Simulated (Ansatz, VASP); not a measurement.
## Y4N in VASP and in Ansatz

```
Y N
1.0
     4.97833    0.00000    0.00000
     0.00000    4.97833    0.00000
     0.00000    0.00000    4.97833
Y N
4 1
Direct
  0.00000 0.50000 0.50000
  0.50000 0.50000 0.00000
  0.50000 0.00000 0.50000
  0.00000 0.00000 0.00000
  0.50000 0.50000 0.50000
```

Change from the starting cell: species swapped into the Fe4N type (Pm-3m, No. 221).

Alike in both runs: functional PBE; k mesh 8 × 8 × 8; occupations gaussian, width 0.1 eV; no spin polarisation.

Ansatz relaxed the structure, and its values are those at the end. VASP's run is a single point on that final structure, the one shown.

|  | VASP | Ansatz |
| --- | --- | --- |
| version | VASP 6.6.1 | Ansatz 0.2.0 |
| potentials or method | VASP PAW PBE potentials, release 64 (Y_sv, N) | scalar-relativistic, plane waves, PAW |
| plane-wave cutoff (eV) | 520 | 420 |
| valence electrons in the cell | 49 | 49 |

VASP gave:

* gap on the k mesh at the Fermi level (eV): none
* pressure (GPa): -0.1

Task: Estimate Ansatz's values.

Result: gap on the k mesh at the Fermi level (eV): none; pressure (GPa): 0.0.

A gap of «none» marks a metal or a gap that the smearing closes. With one functional, cell and mesh, what is left measures potentials, basis and numerics.
